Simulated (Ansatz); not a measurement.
A run of Ansatz 0.2.0 is set up as follows.

The input input.yaml:

```yaml
crystal:
  lattice:
    - [-1.726539, 1.775547, 2.338342]
    - [1.726539, -1.775547, 2.338342]
    - [1.726539, 1.775547, -2.338342]
  atoms:
    - { symbol: Sn, position: [0.0, 0.0, 0.0] }
hamiltonian:
  xc: pbe
  pseudopotentials: { kind: paw }
kpoints:
  mp_grid: { grid: [11, 11, 11] }
scf:
  occupations: { method: gaussian, width: 0.028 }
output:
  forces: true
  stress: true
  eigenvalues: true
```

Potentials or basis: Ansatz PAW.

Run with:

```console
$ ansatz run input.yaml --threads 2 --pin off --max-ram 5632MiB --backend cpu --events-out ev --progress --plain --runs-dir out
```

(1) What does it give for the band gap on the k mesh?

(2) Predict the pressure.

Answers

(1) none (metal or under the smearing width).

(2) -1.0 GPa.
